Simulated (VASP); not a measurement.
Set up this calculation in VASP 6.6.1, as the native input.

```yaml
Task: single point
Functional: PBE
Potentials_or_basis: VASP PAW PBE potentials, release 64 (Mg, Se)
Cutoff: 520 eV
k_mesh: 6 × 6 × 6
Occupations: gaussian, width 0.1 eV
Spin: no spin polarisation
Dipole_correction: no
Further_INCAR_settings: ALGO = Fast; EDIFF = 1e-06; NBANDS = 11
```

The structure of MgSe lies in POSCAR:

```
MgSe
1.0
    0.0000000000      2.7255000000      2.7255000000
    2.7255000000      0.0000000000      2.7255000000
    2.7255000000      2.7255000000      0.0000000000
Mg Se
1 1
Direct
    0.0000000000      0.0000000000      0.0000000000
    0.5000000000      0.5000000000      0.5000000000
```

The input as run:

INCAR

```
SYSTEM = MgSe
PREC = Accurate
ENCUT = 520
EDIFF = 1E-6
ISMEAR = 0
SIGMA = 0.1
LREAL = .False.
LASPH = .True.
NELM = 80
ALGO = Fast
ISIF = 2
LWAVE = .False.
LCHARG = .False.
GGA = PE
NBANDS = 11
```

KPOINTS

```
regular mesh
0
Gamma
  6 6 6
  0 0 0
```

Potentials or basis: VASP PAW PBE potentials, release 64 (Mg, Se).

Command:

```bash
$ cat potpaw_PBE.64/Mg/POTCAR potpaw_PBE.64/Se/POTCAR > POTCAR
$ mpirun -np 1 vasp_std > vasp.out
```

It gave:

- Pressure: 1.9 GPa
- Band gap on the k mesh: 1.80 eV, indirect (least direct gap 2.60 eV)

It took 13 s on 1 thread of Intel(R) Xeon(R) Platinum 8488C (Sapphire Rapids), with other jobs on the host, peak memory 0.16 GiB.
